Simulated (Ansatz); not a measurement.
# CdS: the cost of one run

Program: Ansatz 0.2.0. Level of theory: DFT PBE, scalar-relativistic. These are calculated values, not measurements.

## 1. The starting structure

It takes space group F-43m (No. 216, cubic). Conventional cell: a = 5.886 Å, b = 5.886 Å, c = 5.886 Å, α = 90.00°, β = 90.00°, γ = 90.00°. Around Cd (site symmetry -43m) lie 4 S at 2.55 Å. Around S (site symmetry -43m) lie 4 Cd at 2.55 Å.

As a file:

```
CELL_PARAMETERS angstrom
0.00000 2.94295 2.94295
2.94295 0.00000 2.94295
2.94295 2.94295 0.00000
ATOMIC_POSITIONS crystal
Cd 0.00000 0.00000 0.00000
S 0.75000 0.75000 0.75000
```

Atoms are numbered in the order of the input: Cd1, S2.

## 2. The deformed structure

Space group F-43m before, I-4m2 after.

## 3. LAPW, all electrons

The input, input.yaml:

```yaml
crystal:
  lattice:
    - [0.0, 2.9429534649, 3.0018125342]
    - [2.9429534649, 0.0, 3.0018125342]
    - [2.9429534649, 2.9429534649, 0.0]
  atoms:
    - { symbol: Cd, position: [0.0, 0.0, 0.0] }
    - { symbol: S, position: [0.75, 0.75, 0.75] }
kpoints:
  mp_grid: { grid: [7, 7, 7] }
  band_path:
    path:
      - [0.0, 0.0, 0.0]
      - [0.5, 0.0, 0.5]
      - [0.75, 0.25, 0.5]
      - [0.5, 0.5, 0.5]
      - [0.0, 0.0, 0.0]
      - [0.5, 0.5, 0.0]
      - [0.6298539023, 0.6298539023, 0.2597078047]
      - [0.3701460977, 0.3701460977, 0.7402921953]
      - [0.0, 0.0, 0.0]
    npoints: 5
scf:
  occupations: { method: fermi_dirac, width: 0.02 }
hamiltonian:
  xc: pbe
  pseudopotentials: { kind: all_electron, lapw: { basis_error: 0.0005 } }
output:
  forces: true
  stress: true
  eigenvalues: true
```

Run with:

```
$ ansatz run input.yaml --threads 1 --pin off --max-ram 3072MiB --backend cpu --events-out ev --progress --plain --runs-dir out
```

What time and memory should one allow on 1 thread of Arm Neoverse V1, shared host?

About 23 s, with a peak of 0.3 GiB.
